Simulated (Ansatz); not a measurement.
Runs of Ansatz 0.2.0 on In2O3. Symmetry: R-3c, No. 167, trigonal system. Conventional cell: a = 5.487 Å, b = 5.487 Å, c = 14.510 Å, α = 90.00°, β = 90.00°, γ = 120.00°. Around In (site symmetry 3) lie 6 O at 2.12 to 2.26 Å. O (site symmetry 2) is surrounded by 4 In at 2.12 to 2.26 Å. 

| task | level | spin | cell | k mesh | cutoff (eV) | points for each segment of the path | gap on the mesh (eV) | pressure (GPa) | largest force (eV/Å) |
| --- | --- | --- | --- | --- | --- | --- | --- | --- | --- |
| relaxation of cell and atoms | r2SCAN | off | relaxed | 6 × 6 × 6 | 500 | - | 1.80 | 0.0 | - |
| single point | PBE | off | as given | 6 × 6 × 6 | 300 | - | 1.26 | 7.7 | 0.12 |
| single point | PBE | off | as given | 4 × 4 × 4 | 420 | - | 1.31 | 8.4 | (b) |
| band structure | PBEsol | SOC, no magnetisation | as given | 6 × 6 × 6 | 420 | 10 | (c) | (a) | 0.16 |

Alike in all rows: potentials or basis Ansatz PAW; smearing fermi-dirac 0.05 eV.

Estimate the missing entries.

(a) 2.0; (b) 0.13; (c) 1.20.

Caveats: spin-orbit coupling is left out, which moves the levels of the heavy elements (some runs); the PAW data sets come from PBE, with cores solved anew for the run's functional, which leaves a small shift of forces and pressure (some runs); the plane-wave basis is chosen anew once the cell has moved, so the energies of steps on either side of that aren't comparable (some runs); the pressure holds a Pulay correction of +24.2 GPa for the finite cutoff (some runs); the cutoff lies under the one recommended for these potentials (some runs).

A k mesh can miss the band edges, and rows without SOC leave out spin-orbit coupling on In.
